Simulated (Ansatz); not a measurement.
# Cd2Se: from a trial structure to a relaxed crystal

Theory: DFT PBE, scalar-relativistic, plane waves, PAW in Ansatz. Cutoff 420 eV, Γ-centred k mesh, Gaussian smearing, no spin polarisation in the final step.

This is the end of a relaxation of cell and atoms.

```
Cd Se
1.0
     4.04094    0.00000    0.00000
     0.00000    4.04094    0.00000
     0.00000    0.00000    9.43633
Cd Se
4 2
Direct
  0.00000 0.00000 0.00000
  0.50000 0.50000 0.00000
  0.00000 0.50000 0.37149
  0.50000 0.00000 0.62851
  0.00000 0.50000 0.66960
  0.50000 0.00000 0.33040
```

Formation energies are uncorrected and refer to the elements' standard structures at the same level.

Task: What space group does it have?

Result: P4/nmm (No. 129). Conventional cell: a = 4.041 Å, c = 9.436 Å. Cd on Wyckoff site a (2 atoms of the primitive cell) is coordinated by 4 Cd at 2.86 Å; around Cd on Wyckoff site c (2 atoms of the primitive cell) lie 5 Se at 2.81–2.88 Å; around Se lie 5 Cd at 2.81–2.88 Å.

Task: How far does it lie from the elements in energy?

Result: -0.22 eV/atom.

Task: Is it a metal?

Result: Yes, bands cross the Fermi level on the 10×10×4 mesh.

The final run used a 10×10×4 mesh on its 6-atom cell and 0.10 eV smearing. For metals, differences of a few meV/atom aren't resolved. No dispersion correction is applied, so the spacing between layers, chains or molecules is poorly fixed, and with it the volume and density. The cell came from a trial start, so Cd2Se may not exist in this structure.